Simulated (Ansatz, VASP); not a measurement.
**CdTe: VASP beside Ansatz**

```
CELL_PARAMETERS angstrom
0.00000 3.20459 3.20459
3.20459 0.00000 3.20459
3.20459 3.20459 0.00000
ATOMIC_POSITIONS crystal
Cd 0.00000 0.00000 0.00000
Te 0.75000 0.75000 0.75000
```

Alike in both runs: functional LDA; k mesh 10 × 10 × 10; occupations gaussian, width 0.02 eV; no spin polarisation.

Ansatz relaxed the structure, and its values are those at the end. VASP's run is a single point on that final structure, the one shown.

```csv
,VASP,Ansatz
version,VASP 6.6.1,Ansatz 0.2.0
potentials or method,"VASP PAW LDA potentials, release 64 (Cd, Te)","scalar-relativistic, plane waves, PAW"
plane-wave cutoff (eV),520,420
valence electrons in the cell,18,36
```

Ansatz gave:

```
gap on the k mesh at the Fermi level (eV) : 0.61
least direct gap on the mesh (eV)         : 0.61
pressure (GPa)                            : 0.0
```

Which values does VASP return?

gap on the k mesh at the Fermi level (eV): 0.66; least direct gap on the mesh (eV): 0.66; pressure (GPa): 0.3.

The two sets of potentials don't hold the same shells in valence.

Caveats: spin-orbit coupling is left out, which moves the levels of the heavy elements.
